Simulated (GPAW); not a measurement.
# InP (F-43m) in GPAW: a series of runs

The runs below take InP through single point, with PBE, PBEsol.

Program: GPAW 26.7.0. These are calculated values, not measurements. Logs are shortened: lines on timing, memory, paths and dates and some standing lists are left out, and cuts for length are marked. The log counts tension as positive stress, the text compression.

**The experiment to reproduce.**

From a printed reference work, data compilation, for a bulk crystal of InP at 1.6 K: band gap 1.4236 eV (direct).

The runs below are set against these values where they give the same quantity.

### 1 The crystal as given

It takes space group F-43m (No. 216, cubic). Conventional cell: a = 5.861 Å, b = 5.861 Å, c = 5.861 Å, α = 90.00°, β = 90.00°, γ = 90.00°. Around In (site symmetry -43m) lie 4 P at 2.54 Å. Around P (site symmetry -43m) lie 4 In at 2.54 Å.

### 2 Single point, PBE

run.py reads:

```python
from ase.dft.bandgap import bandgap
from ase.io import write
from ase.spacegroup import crystal
from ase.units import GPa
from gpaw import GPAW, PW

# In 4a
# P 4c
atoms = crystal(['In', 'P'],
                basis=[[0.0, 0.0, 0.0],
                       [0.25, 0.25, 0.25]],
                spacegroup=216, setting=1,  # F-43m
                cellpar=[5.861, 5.861, 5.861, 90.0, 90.0, 90.0],
                primitive_cell=True)

calc = GPAW(mode=PW(600),
            xc='PBE',
            kpts={'size': (6, 6, 6), 'gamma': True},
            occupations={'name': 'fermi-dirac', 'width': 0.05},
            nbands=18,
            convergence={'density': 1e-05, 'energy': 1e-05},
            maxiter=80,
            txt='gpaw.txt')
atoms.calc = calc
energy = atoms.get_potential_energy()
forces = atoms.get_forces()
stress = atoms.get_stress()
calc.write('gs.gpw')
write('result.traj', atoms)
print(f'Energy: {energy:.6f} eV')
print('Forces (eV/A):')
print(forces.round(4))
print('Stress (GPa):', (stress / GPa).round(3))
print('Fermi level:', round(calc.get_fermi_level(), 4), 'eV')
print(f'Gap: {bandgap(calc)[0]:.4f} eV, direct: {bandgap(calc, direct=True)[0]:.4f} eV')
```

Potentials or basis: GPAW PAW data sets (gpaw-data 1.2.1), pw.

On the command line:

```
> OMP_NUM_THREADS=1 python run.py
```

gpaw.txt:

```text
__  _  _
 | _ |_)|_||  |
 |__||  | ||/\| - 26.7.0

Input parameters:
  mode=PW(ecut=600.0),
  convergence={'density': 1e-05, 'energy': 1e-05},
  kpts=MonkhorstPack(size=(6, 6, 6), gamma=True),
  maxiter=80,
  nbands=18,
  occupations=Occupations(name='fermi-dirac', width=0.05),
  xc=XC(name='PBE')

Diagonalizing LCAO Hamiltonian
Converting LCAO to pw mode

           P

       In

Atoms  # Å, Bohr magnetons
|   | symbol |        x |        y |        z |    initial magnetic moments |
|---|--------|----------|----------|----------|-----------------------------|
| 0 |     In | 0.000000 | 0.000000 | 0.000000 | ( 0.0000,  0.0000,  0.0000) |
| 1 |      P | 1.465250 | 1.465250 | 1.465250 | ( 0.0000,  0.0000,  0.0000) |

Unit cell  # Å
| periodic |        x |        y |        z |  lengths |    angles |
|----------|----------|----------|----------|----------|-----------|
|      yes | 0.000000 | 2.930500 | 2.930500 | 4.144353 | 60.000000 |
|      yes | 2.930500 | 0.000000 | 2.930500 | 4.144353 | 60.000000 |
|      yes | 2.930500 | 2.930500 | 0.000000 | 4.144353 | 60.000000 |

Number of symmetries: 24
Symmetry operations  # r_c * U_cc + t_c -> r_c
|    | kind |            matrix            |
|----|------|------------------------------|
|  0 |  E   |  1, 0, 0,  0, 1, 0,  0, 0, 1 |
|  1 |  σ   |  1, 0, 0,  0, 0, 1,  0, 1, 0 |
|  2 |  σ   |  1, 0,-1,  0, 1,-1,  0, 0,-1 |
|  3 |  C3  |  1, 0,-1,  0, 0,-1,  0, 1,-1 |
|  4 |  C3  |  1,-1, 0,  0,-1, 1,  0,-1, 0 |
|  5 |  σ   |  1,-1, 0,  0,-1, 0,  0,-1, 1 |
|  6 |  σ   |  0, 1, 0,  1, 0, 0,  0, 0, 1 |
|  7 |  C3  |  0, 1, 0,  0, 0, 1,  1, 0, 0 |
|  8 |  C2  |  0, 1,-1,  1, 0,-1,  0, 0,-1 |
|  9 |  S4  |  0, 1,-1,  0, 0,-1,  1, 0,-1 |
| 10 |  C3  |  0, 0, 1,  1, 0, 0,  0, 1, 0 |
| 11 |  σ   |  0, 0, 1,  0, 1, 0,  1, 0, 0 |
| 12 |  S4  |  0, 0,-1,  1, 0,-1,  0, 1,-1 |
| 13 |  C3  |  0, 0,-1,  0, 1,-1,  1, 0,-1 |
| 14 |  S4  |  0,-1, 1,  1,-1, 0,  0,-1, 0 |
| 15 |  C2  |  0,-1, 1,  0,-1, 0,  1,-1, 0 |
| 16 |  C3  |  0,-1, 0,  1,-1, 0,  0,-1, 1 |
| 17 |  S4  |  0,-1, 0,  0,-1, 1,  1,-1, 0 |
| 18 |  S4  | -1, 1, 0, -1, 0, 1, -1, 0, 0 |
| 19 |  C3  | -1, 1, 0, -1, 0, 0, -1, 0, 1 |
| 20 |  C3  | -1, 0, 1, -1, 1, 0, -1, 0, 0 |
| 21 |  S4  | -1, 0, 1, -1, 0, 0, -1, 1, 0 |
| 22 |  σ   | -1, 0, 0, -1, 1, 0, -1, 0, 1 |
| 23 |  C2  | -1, 0, 0, -1, 0, 1, -1, 1, 0 |

BZ-sampling:
  Number of BZ points: 216
  Number of IBZ points: 16

  Monkhorst-Pack size: [6, 6, 6]
  Monkhorst-Pack shift: [0.08333333333333333, 0.08333333333333333, 0.08333333333333333]

K-points  # in reciprocal-cell coordinates
|     |                                coordinates |     weight |
|-----|--------------------------------------------|------------|
|   0 | (  0.00000000,   0.00000000,   0.00000000) | 0.00462963 |
|   1 | (  0.16666667,   0.16666667,   0.00000000) | 0.02777778 |
|   2 | (  0.16666667,   0.16666667,   0.16666667) | 0.03703704 |
|   3 | (  0.33333333,   0.16666667,   0.16666667) | 0.05555556 |
|   4 | (  0.33333333,   0.33333333,  -0.33333333) | 0.05555556 |
|   5 | (  0.33333333,   0.33333333,   0.00000000) | 0.02777778 |
|   6 | (  0.33333333,   0.33333333,   0.16666667) | 0.11111111 |
|   7 | (  0.33333333,   0.33333333,   0.33333333) | 0.03703704 |
|   8 | (  0.50000000,   0.33333333,  -0.33333333) | 0.11111111 |
|   9 | (  0.50000000,   0.33333333,  -0.16666667) | 0.05555556 |
| ... |                                            |            |
|  15 | (  0.50000000,   0.50000000,   0.50000000) | 0.01851852 |

Plane wave coefficients: 1694
Cutoff: 600.0 eV

Spin-components: 1 (collinear spins)
Bands:           18
Projectors:      11
Spin-degeneracy: 2
Datatype:        complex128

Density:
  Valence electrons: 18.0
  Components: 1
  Grid points: [24 24 24]
  Charge: 0.0  # |e|

Potential:
  Grid points: [24 24 24]

species:
  In:
    name:    Indium
    Z:       49.0
    valence: 13
    core:    36
    charge:  0.0  # [|e|]
    compensation charges:
      type: gauss
      rc: 0.36  # [Å]
      lmax: 2
    cutoffs:
      filter: 2.09  # [Å]
      core: 2.48  # [Å]
    projectors
    | kind |    occ | energy [eV] | rcut [Å] |
    |------|--------|-------------|----------|
    |   5s |  2.000 |      -8.203 |    1.185 |
    |   5p |  1.000 |      -2.521 |    1.244 |
    |   4d | 10.000 |     -18.629 |    1.148 |
    |    s |        |      19.008 |    1.185 |
    |    p |        |      24.691 |    1.244 |
    |    d |        |       8.583 |    1.148 |

    Using partial waves for In as LCAO basis

  P:
    name:    Phosphorus
    Z:       15.0
    valence: 5
    core:    10
    charge:  0.0  # [|e|]
    compensation charges:
      type: gauss
      rc: 0.30  # [Å]
      lmax: 2
    cutoffs:
      filter: 1.69  # [Å]
      core: 1.81  # [Å]
    projectors
    | kind |    occ | energy [eV] | rcut [Å] |
    |------|--------|-------------|----------|
    |   3s |  2.000 |     -13.968 |    0.953 |
    |   3p |  3.000 |      -5.506 |    0.953 |
    |    s |        |      13.244 |    0.953 |
    |    p |        |      21.705 |    0.953 |
    |    d |        |       0.000 |    0.953 |

    Using partial waves for P as LCAO basis

Reference energy: -169278.333319  # eV

eigensolver:
  PPCG
  Converge bands: occupied
  niter=2

density mixing:
  MSR1-Mixer
  Pratt-step length: 0.05
  Maximum mixing coefficient: 0.75
  Old densities: 10
  SVD Regularization: 0.005
  Good broyden scale: 1.0
  Trust region scale: 1.0
  Backstep threshold: 4.0
  History deletion threshold: 6.0
  Fourier metric: weight=20.0, sigma=0.015

occupation numbers:
  Fermi-Dirac:
    width: 0.0500  # eV

poisson solver:
  ecut: 4800.0  # eV

xc functional:
  name: PBE with 2 nearest neighbor stencil

convergence criteria:
- Maximum integral of absolute [dens]ity change: 1e-05 electrons / valence electron
- Maximum [total energy] change in last 3 cyles: 1e-05 eV / valence electron
- Maximum integral of absolute [eigenst]ate change: 4e-08 eV^2 / valence electron
maximum number of iterations: 80

SCF iterations
|iter     | |      energy | eigst |  dens |
|---------|-|-------------|-------|-------|
|iter:   1| |   -8.960540 | -0.28 |       |
|iter:   2| |   -8.883740 | -2.21 | -1.11 |
|iter:   3| |   -8.601689 | -1.75 | -1.15 |
|iter:   4| |   -8.601693 | -3.18 | -1.74 |
|iter:   5| |   -8.601817c| -3.94 | -2.24 |
|iter:   6| |   -8.601864c| -5.37 | -3.02 |
|iter:   7| |   -8.601869c| -6.46 | -3.53 |
|iter:   8| |   -8.601869c| -7.92c| -4.58 |
|iter:   9| |   -8.601869c| -8.29c| -5.32c|

Converged in 9 steps
Energy contributions relative to reference atoms: (reference = -169278.333319)

Energy contributions:
  Kinetic:          22.536798
  Coulomb:         -20.597310
  Zero:              0.128058
  External:          0.000000
  Xc:              -10.669410
  Entropy:          -0.000011
  Spinorbit:         0.000000
  ----------------------------
  Free energy:      -8.601875
  Extrapolated:     -8.601869

dipole moment: (-22.443062, -22.443062, -22.443062)  # |e|*Ang

Fermi level: 5.306
Eigenvalues  # (at kpt = [0.000, 0.000, 0.000])
| band index |      eig [eV] | occ [0-2] |
|------------|---------------|-----------|
|          0 |        -9.183 |     2.000 |
|          1 |        -9.183 |     2.000 |
|          2 |        -9.183 |     2.000 |
|          3 |        -9.029 |     2.000 |
|          4 |        -9.029 |     2.000 |
|          5 |        -6.600 |     2.000 |
|          6 |         4.923 |     1.999 |
|          7 |         4.923 |     1.999 |
|          8 |         4.923 |     1.999 |
|          9 |         5.632 |     0.003 |
|         10 |         8.983 |     0.000 |
|         11 |         8.983 |     0.000 |
|         12 |         8.983 |     0.000 |
|         13 |        13.529 |     0.000 |
|         14 |        14.333 |     0.000 |
|         15 |        14.333 |     0.000 |
|         16 |        16.134 |     0.000 |
|         17 |        16.134 |     0.000 |

Gap: 0.709 eV
Transition (v -> c):
  (s=0, k=0, n=8, [0.00, 0.00, 0.00]) -> (s=0, k=0, n=9, [0.00, 0.00, 0.00])
No difference between direct/indirect transitions

Forces  # eV/Ang
|        x |        y |        z |
|----------|----------|----------|
|  0.00000 |  0.00000 | -0.00000 |  # In   0
| -0.00000 | -0.00000 |  0.00000 |  # P    1

Stress tensor  # eV/Ang^3
|         x |         y |         z |
|-----------|-----------|-----------|
| -0.019007 |  0.000000 |  0.000000 |
|  0.000000 | -0.019007 | -0.000000 |
|  0.000000 | -0.000000 | -0.019007 |

# Writing to gs.gpw (mode='')
```

It took 11 s on 1 thread of Arm Neoverse V1, shared host; peak memory 0.15 GiB.

What came out:

```
Free energy            : -8.6019 eV
Pressure               : 3.0 GPa
Band gap on the k mesh : 0.71 eV, direct
```

Caveat: spin-orbit coupling is left out, which moves the levels of the heavy elements.

### 3 Single point, PBEsol (the cell as VASP's run set it)

run.py reads:

```python
from ase.dft.bandgap import bandgap
from ase.io import read, write
from ase.units import GPa
from gpaw import GPAW, PW, setup_paths

setup_paths.insert(0, '.')

atoms = read('POSCAR')

calc = GPAW(mode=PW(600),
            xc='PBEsol',
            kpts={'size': (8, 8, 8), 'gamma': True},
            occupations={'name': 'methfessel-paxton', 'order': 0, 'width': 0.05},
            nbands=18,
            convergence={'density': 1e-05, 'energy': 1e-05},
            maxiter=150,
            txt='gpaw.txt')
atoms.calc = calc
energy = atoms.get_potential_energy()
forces = atoms.get_forces()
stress = atoms.get_stress()
calc.write('gs.gpw')
write('result.traj', atoms)
print(f'Energy: {energy:.6f} eV')
print('Forces (eV/A):')
print(forces.round(4))
print('Stress (GPa):', (stress / GPa).round(3))
print('Fermi level:', round(calc.get_fermi_level(), 4), 'eV')
print(f'Gap: {bandgap(calc)[0]:.4f} eV, direct: {bandgap(calc, direct=True)[0]:.4f} eV')
```

POSCAR reads:

```
InP
1.0
    4.1443528400      0.0000000000      0.0000000000
    2.0721764200      3.5891148417      0.0000000000
    2.0721764200      1.1963716139      3.3838499240
In P
1 1
Direct
    0.0000000000      0.0000000000      0.0000000000
    0.7500000000      0.7500000000      0.7500000000
```

Potentials or basis: PAW data sets generated in the run's folder for this functional, pw.

On the command line:

```
> gpaw-setup -f PBEsol In P
> OMP_NUM_THREADS=1 python run.py
```

gpaw.txt:

```text
__  _  _
 | _ |_)|_||  |
 |__||  | ||/\| - 26.7.0

Input parameters:
  mode=PW(ecut=600.0),
  convergence={'density': 1e-05, 'energy': 1e-05},
  kpts=MonkhorstPack(size=(8, 8, 8), gamma=True),
  maxiter=150,
  nbands=18,
  occupations=Occupations(name='methfessel-paxton', order=0, width=0.05),
  xc=XC(name='PBEsol')

Diagonalizing LCAO Hamiltonian
Converting LCAO to pw mode

                         P

       In

Atoms  # Å, Bohr magnetons
|   | symbol |        x |        y |        z |    initial magnetic moments |
|---|--------|----------|----------|----------|-----------------------------|
| 0 |     In | 0.000000 | 0.000000 | 0.000000 | ( 0.0000,  0.0000,  0.0000) |
| 1 |      P | 6.216529 | 3.589115 | 2.537887 | ( 0.0000,  0.0000,  0.0000) |

Unit cell  # Å
| periodic |        x |        y |        z |  lengths |    angles |
|----------|----------|----------|----------|----------|-----------|
|      yes | 4.144353 | 0.000000 | 0.000000 | 4.144353 | 60.000000 |
|      yes | 2.072176 | 3.589115 | 0.000000 | 4.144353 | 60.000000 |
|      yes | 2.072176 | 1.196372 | 3.383850 | 4.144353 | 60.000000 |

Number of symmetries: 24
Symmetry operations  # r_c * U_cc + t_c -> r_c
|    | kind |            matrix            |
|----|------|------------------------------|
|  0 |  E   |  1, 0, 0,  0, 1, 0,  0, 0, 1 |
|  1 |  σ   |  1, 0, 0,  0, 0, 1,  0, 1, 0 |
|  2 |  σ   |  1, 0,-1,  0, 1,-1,  0, 0,-1 |
|  3 |  C3  |  1, 0,-1,  0, 0,-1,  0, 1,-1 |
|  4 |  C3  |  1,-1, 0,  0,-1, 1,  0,-1, 0 |
|  5 |  σ   |  1,-1, 0,  0,-1, 0,  0,-1, 1 |
|  6 |  σ   |  0, 1, 0,  1, 0, 0,  0, 0, 1 |
|  7 |  C3  |  0, 1, 0,  0, 0, 1,  1, 0, 0 |
|  8 |  C2  |  0, 1,-1,  1, 0,-1,  0, 0,-1 |
|  9 |  S4  |  0, 1,-1,  0, 0,-1,  1, 0,-1 |
| 10 |  C3  |  0, 0, 1,  1, 0, 0,  0, 1, 0 |
| 11 |  σ   |  0, 0, 1,  0, 1, 0,  1, 0, 0 |
| 12 |  S4  |  0, 0,-1,  1, 0,-1,  0, 1,-1 |
| 13 |  C3  |  0, 0,-1,  0, 1,-1,  1, 0,-1 |
| 14 |  S4  |  0,-1, 1,  1,-1, 0,  0,-1, 0 |
| 15 |  C2  |  0,-1, 1,  0,-1, 0,  1,-1, 0 |
| 16 |  C3  |  0,-1, 0,  1,-1, 0,  0,-1, 1 |
| 17 |  S4  |  0,-1, 0,  0,-1, 1,  1,-1, 0 |
| 18 |  S4  | -1, 1, 0, -1, 0, 1, -1, 0, 0 |
| 19 |  C3  | -1, 1, 0, -1, 0, 0, -1, 0, 1 |
| 20 |  C3  | -1, 0, 1, -1, 1, 0, -1, 0, 0 |
| 21 |  S4  | -1, 0, 1, -1, 0, 0, -1, 1, 0 |
| 22 |  σ   | -1, 0, 0, -1, 1, 0, -1, 0, 1 |
| 23 |  C2  | -1, 0, 0, -1, 0, 1, -1, 1, 0 |

BZ-sampling:
  Number of BZ points: 512
  Number of IBZ points: 29

  Monkhorst-Pack size: [8, 8, 8]
  Monkhorst-Pack shift: [0.0625, 0.0625, 0.0625]

K-points  # in reciprocal-cell coordinates
|     |                                coordinates |     weight |
|-----|--------------------------------------------|------------|
|   0 | (  0.00000000,   0.00000000,   0.00000000) | 0.00195312 |
|   1 | (  0.12500000,   0.12500000,   0.00000000) | 0.01171875 |
|   2 | (  0.12500000,   0.12500000,   0.12500000) | 0.01562500 |
|   3 | (  0.25000000,   0.12500000,   0.12500000) | 0.02343750 |
|   4 | (  0.25000000,   0.25000000,   0.00000000) | 0.01171875 |
|   5 | (  0.25000000,   0.25000000,   0.12500000) | 0.04687500 |
|   6 | (  0.25000000,   0.25000000,   0.25000000) | 0.01562500 |
|   7 | (  0.37500000,   0.25000000,  -0.37500000) | 0.04687500 |
|   8 | (  0.37500000,   0.25000000,   0.12500000) | 0.04687500 |
|   9 | (  0.37500000,   0.25000000,   0.25000000) | 0.04687500 |
| ... |                                            |            |
|  28 | (  0.50000000,   0.50000000,   0.50000000) | 0.00781250 |

Plane wave coefficients: 1700
Cutoff: 600.0 eV

Spin-components: 1 (collinear spins)
Bands:           18
Projectors:      11
Spin-degeneracy: 2
Datatype:        complex128

Parallelization:
  kpt:    1
  domain: 1
  band:   1

Density:
  Valence electrons: 18.0
  Components: 1
  Grid points: [24 24 24]
  Charge: 0.0  # |e|

Potential:
  Grid points: [24 24 24]

species:
  In:
    name:    Indium
    Z:       49.0
    valence: 13
    core:    36
    charge:  0.0  # [|e|]
    compensation charges:
      type: gauss
      rc: 0.36  # [Å]
      lmax: 2
    cutoffs:
      filter: 2.09  # [Å]
      core: 2.48  # [Å]
    projectors
    | kind |    occ | energy [eV] | rcut [Å] |
    |------|--------|-------------|----------|
    |   5s |  2.000 |      -8.248 |    1.185 |
    |   5p |  1.000 |      -2.521 |    1.244 |
    |   4d | 10.000 |     -18.596 |    1.148 |
    |    s |        |      18.964 |    1.185 |
    |    p |        |      24.691 |    1.244 |
    |    d |        |       8.615 |    1.148 |

    Using partial waves for In as LCAO basis

  P:
    name:    Phosphorus
    Z:       15.0
    valence: 5
    core:    10
    charge:  0.0  # [|e|]
    compensation charges:
      type: gauss
      rc: 0.30  # [Å]
      lmax: 2
    cutoffs:
      filter: 1.69  # [Å]
      core: 1.81  # [Å]
    projectors
    | kind |    occ | energy [eV] | rcut [Å] |
    |------|--------|-------------|----------|
    |   3s |  2.000 |     -13.916 |    0.953 |
    |   3p |  3.000 |      -5.479 |    0.953 |
    |    s |        |      13.296 |    0.953 |
    |    p |        |      21.732 |    0.953 |
    |    d |        |       0.000 |    0.953 |

    Using partial waves for P as LCAO basis

Reference energy: -169189.500966  # eV

eigensolver:
  PPCG
  Converge bands: occupied
  niter=2

density mixing:
  MSR1-Mixer
  Pratt-step length: 0.05
  Maximum mixing coefficient: 0.75
  Old densities: 10
  SVD Regularization: 0.005
  Good broyden scale: 1.0
  Trust region scale: 1.0
  Backstep threshold: 4.0
  History deletion threshold: 6.0
  Fourier metric: weight=20.0, sigma=0.015

occupation numbers:
  Methfessel-Paxton:
    width: 0.0500  # eV
    order: 0

poisson solver:
  ecut: 4800.0  # eV

xc functional:
  name: PBEsol with 2 nearest neighbor stencil

convergence criteria:
- Maximum integral of absolute [dens]ity change: 1e-05 electrons / valence electron
- Maximum [total energy] change in last 3 cyles: 1e-05 eV / valence electron
- Maximum integral of absolute [eigenst]ate change: 4e-08 eV^2 / valence electron
maximum number of iterations: 150

SCF iterations
|iter     | |      energy | eigst |  dens |
|---------|-|-------------|-------|-------|
|iter:   1| |   -9.731748 | -0.27 |       |
|iter:   2| |   -9.660427 | -2.22 | -1.14 |
|iter:   3| |   -9.385045 | -1.82 | -1.18 |
|iter:   4| |   -9.381831 | -3.27 | -1.76 |
|iter:   5| |   -9.381494 | -4.06 | -2.29 |
|iter:   6| |   -9.381519 | -5.48 | -3.07 |
|iter:   7| |   -9.381522c| -6.50 | -3.59 |
|iter:   8| |   -9.381522c| -8.28c| -4.62 |
|iter:   9| |   -9.381522c| -8.60c| -5.39c|

Converged in 9 steps
Energy contributions relative to reference atoms: (reference = -169189.500966)

Energy contributions:
  Kinetic:          20.147643
  Coulomb:         -18.609466
  Zero:              0.123424
  External:          0.000000
  Xc:              -11.043124
  Entropy:          -0.000000
  Spinorbit:         0.000000
  ----------------------------
  Free energy:      -9.381522
  Extrapolated:     -9.381522

dipole moment: (-23.941483, -13.822622, -9.774070)  # |e|*Ang

Fermi level: 5.020
Eigenvalues  # (at kpt = [0.000, 0.000, 0.000])
| band index |      eig [eV] | occ [0-2] |
|------------|---------------|-----------|
|          0 |        -9.256 |     2.000 |
|          1 |        -9.256 |     2.000 |
|          2 |        -9.256 |     2.000 |
|          3 |        -9.099 |     2.000 |
|          4 |        -9.099 |     2.000 |
|          5 |        -6.732 |     2.000 |
[... 10 lines left out ...]
|         16 |        15.878 |     0.000 |
|         17 |        15.878 |     0.000 |

Gap: 0.611 eV
Transition (v -> c):
  (s=0, k=0, n=8, [0.00, 0.00, 0.00]) -> (s=0, k=0, n=9, [0.00, 0.00, 0.00])
No difference between direct/indirect transitions

Forces  # eV/Ang
|        x |        y |       z |
|----------|----------|---------|
| -0.00000 |  0.00000 | 0.00000 |  # In   0
|  0.00000 | -0.00000 | 0.00000 |  # P    1

Stress tensor  # eV/Ang^3
|         x |         y |         z |
|-----------|-----------|-----------|
| -0.002248 | -0.000000 |  0.000000 |
| -0.000000 | -0.002248 |  0.000000 |
|  0.000000 | -0.000000 | -0.002248 |

# Writing to gs.gpw (mode='')
```

It took 20 s on 1 thread of Arm Neoverse V1, shared host; peak memory 0.16 GiB.

What came out:

```yaml
Free_energy: -9.3815 eV
Pressure: 0.4 GPa
Band_gap_on_the_k_mesh: 0.61 eV, direct
```

Levels at points of the mesh, in eV from the valence-band top:
```csv
k point,band 7,band 8,band 9,band 10,band 11,band 12
"(0.00, 0.00, 0.00)",0.00,0.00,0.00,0.61,3.99,3.99
"(0.50, 0.50, 0.00)",-5.81,-2.37,-2.37,1.63,2.17,9.09
"(0.50, 0.50, 0.50)",-5.80,-0.99,-0.99,1.40,4.72,4.72
```

Caveat: spin-orbit coupling is left out, which moves the levels of the heavy elements.

### 4 How close it comes

Step 2. Against the measured gap of InP, 1.4236 eV (direct; 1.6 K; a printed reference work, data compilation), the calculated 0.71 eV is off by -0.71 eV. Spin-orbit coupling on In is left out. The value is that of PBE, without temperature or zero-point motion. Semilocal functionals fall short of measured gaps as a rule.
